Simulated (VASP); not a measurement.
Here is a VASP 6.6.1 calculation.

File INCAR:

```
SYSTEM = MnO
  PREC = Accurate
  ENCUT = 520
  EDIFF = 1E-7
  ISMEAR = -1
  SIGMA = 0.05
  LREAL = .False.
  LASPH = .True.
  NELM = 150
  ALGO = Normal
  ISIF = 2
  LWAVE = .False.
  LCHARG = .False.
  ISPIN = 2
  MAGMOM = 4 0
  LORBIT = 11
  LMAXMIX = 4
  METAGGA = SCAN
  LMIXTAU = .True.
  NBANDS = 20
```

The input KPOINTS:

```
regular mesh
0
Gamma
  7 7 7
  0 0 0
```

Contents of POSCAR:

```
MnO
1.0
    2.9712935166     -1.7169813801      0.0000000000
    2.9712935166      1.7169813801      0.0000000000
   -1.9846287531      0.0000000000      2.8103092467
Mn O
1 1
Direct
    0.5001990000      0.5001990000      0.5006650000
    0.7498025000      0.7498025000      0.2493360000
```

KPOINTS_OPT

```
path XGY,LGZ,NGM,RG
10
line-mode
reciprocal
 0.0000000000  0.0000000000 -0.5000000000  X
 0.0000000000  0.0000000000  0.0000000000  G

 0.0000000000  0.0000000000  0.0000000000  G
 0.5000000000  0.0000000000  0.0000000000  Y

 0.5000000000  0.0000000000 -0.5000000000  L
 0.0000000000  0.0000000000  0.0000000000  G

 0.0000000000  0.0000000000  0.0000000000  G
-0.5000000000 -0.5000000000  0.5000000000  Z

-0.5000000000 -0.5000000000  0.0000000000  N
 0.0000000000  0.0000000000  0.0000000000  G

 0.0000000000  0.0000000000  0.0000000000  G
 0.0000000000 -0.5000000000  0.5000000000  M

 0.0000000000 -0.5000000000  0.0000000000  R
 0.0000000000  0.0000000000  0.0000000000  G
```

Potentials or basis: VASP PAW PBE potentials, release 64 (Mn_pv, O).

The run is started by

```console
$ cat potpaw_PBE.64/Mn_pv/POTCAR potpaw_PBE.64/O/POTCAR > POTCAR
$ mpirun -np 1 vasp_std > vasp.out
```

Q: Predict the largest force.

A: 0.005 eV/Å.

Q: Predict the net moment.

A: 5.00 μB per cell.

Q: What does it give for the site moments?

A: Mn +4.51; O +0.16 μB.

Forces in eV/Å, atoms in the order of the input:
```
Mn   0.002  0.000  0.004
O   -0.002  0.000 -0.004
```

Caveat: the PAW data sets were made with another functional, which shifts forces and pressure a little; a cell with one magnetic atom can't hold antiferromagnetic order, which such compounds often take.
